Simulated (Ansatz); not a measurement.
## CaF2 (Fluorite) in Ansatz: the effect of functional

Crystal: CaF2 (Fluorite).

```xyz
3
Lattice="0.0000 2.6752 2.6752 2.6752 0.0000 2.6752 2.6752 2.6752 0.0000" Properties=species:S:1:pos:R:3 pbc="T T T"
Ca    0.0000    0.0000    0.0000
F     4.0129    4.0129    4.0129
F     1.3376    1.3376    1.3376
```

The cell isn't the ideal one: volume scaled by 0.94.

Alike in all runs:

| Quantity | Value |
| --- | --- |
| Program | Ansatz 0.2.0 |
| Task | single point |
| Potentials or basis | Ansatz PAW |
| k mesh | 8 × 8 × 8 |
| Occupations | fermi-dirac, width 0.05 eV |
| Spin | no spin polarisation |

| functional | cutoff | gap on the mesh (eV) | pressure (GPa) |
| --- | --- | --- | --- |
| LDA | 420 eV (not typed: the program's choice for these potentials) | 7.30 | -1.4 |
| PBEsol | 420 eV (not typed: the program's choice for these potentials) | 7.48 | 3.7 |
| r2SCAN | 500 eV (not typed: the program's choice for these potentials) | ? | ? |

Problem. What does the run with functional r2SCAN give?

Solution. gap on the mesh 8.33 eV; pressure 4.9 GPa.

Caveats: the PAW data sets come from PBE, with cores solved anew for the run's functional, which leaves a small shift of forces and pressure.

A k mesh can miss the band edges.

Runs at the PBE level aren't shown here.
